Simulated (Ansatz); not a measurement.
# Aluminium, bcc under PBE: ground state and equation of state

Aim: take aluminium in the bcc structure, relax it, solve it on a dense k-mesh, switch on spin-orbit coupling, then scale the cell to 7 volumes from 88 to 112 % of the relaxed one and try a fit of the equation of state. The k-meshes are 14×14×14 for the relaxation; 22×22×22 for the dense run; 14×14×14 for spin-orbit coupling; 15×15×15 for the volumes.

This is Al in the bcc structure; at room conditions it is fcc.

Computed with Ansatz 0.2.0 (DFT PBE, plane waves (420 eV) with PAW, scalar-relativistic, unless a step says otherwise).

### Step 1. The structure to begin with

The structure is cubic, space group Im-3m (No. 229). The conventional cell has a = 3.214 Å, b = 3.214 Å, c = 3.214 Å, α = 90.00°, β = 90.00°, γ = 90.00°. Al (site symmetry m-3m) has 8 Al at 2.78 Å as nearest neighbours.

Coordinates:

```
Al
1.0
    -1.60708    1.60708    1.60708
     1.60708   -1.60708    1.60708
     1.60708    1.60708   -1.60708
Al
1
Direct
  0.00000 0.00000 0.00000
```

### Step 2. Geometry optimisation

Input file input.yaml:

```yaml
crystal:
  lattice:
    - [-1.607076888, 1.607076888, 1.607076888]
    - [1.607076888, -1.607076888, 1.607076888]
    - [1.607076888, 1.607076888, -1.607076888]
  atoms:
    - { symbol: Al, position: [0.0, 0.0, 0.0] }
hamiltonian:
  xc: pbe
  pseudopotentials:
    kind: paw
    azcp:
      Al: "pseudopotentials/Al.paw.azcp"
basis:
  ecutwfc: 420
  fft_grid_basis: typed
kpoints:
  mp_grid: { grid: [14, 14, 14], shift: [0, 0, 0] }
magnetization:
  spin_polarized: false
scf:
  occupations: { method: fermi_dirac, width: 0.1 }
relax:
  max_steps: 60
  f_tol: 0.01
  cell: {}
output:
  write_density: true
  write_potential: true
  elf: true
  volumetric_format: npy
```

Run with:

```bash
$ ansatz run input.yaml --threads 1 --pin off --max-ram 3584MiB --backend cpu --events-out ev --progress --plain --runs-dir out
```

After this run come: Dense single point; With spin-orbit coupling; Volume × 0.88; Volume × 0.92; Volume × 0.96; Volume × 1.0; Volume × 1.04; Volume × 1.08; Volume × 1.12.

**Question.** What will these runs give? Wanted: space group; conventional cell; volume; shortest distance; gap on the mesh; relative to fcc; V₀, B₀, B₀′.

**Answer**, as computed:

| quantity | value |
| --- | --- |
| space group (spins left aside) | Im-3m (No. 229) |
| conventional cell | a = 3.238 Å |
| volume | 16.970 Å³/atom |
| shortest distance | 2.804 Å |
| gap on the mesh | none (levels filled in part) |
| relative to fcc | +96 meV/atom |
| V₀, B₀, B₀′ | 16.914 Å³/atom, 68 GPa, 4.5 |

From the guessed start the volume grew by 2.2 % in 3 steps. It lies 96 meV/atom above the element's reference form at the same level (fcc, from a run of its own). Levels at the Fermi energy are filled in part, as in a metal. The total energy of the spin-orbit run (on a coarser mesh) lies -5 meV/atom from the scalar one; mesh and treatment of the core enter this figure, so it is no spin-orbit energy. B₀ comes out at 68 GPa. Relaxation kept the symmetry; phonons were not checked.
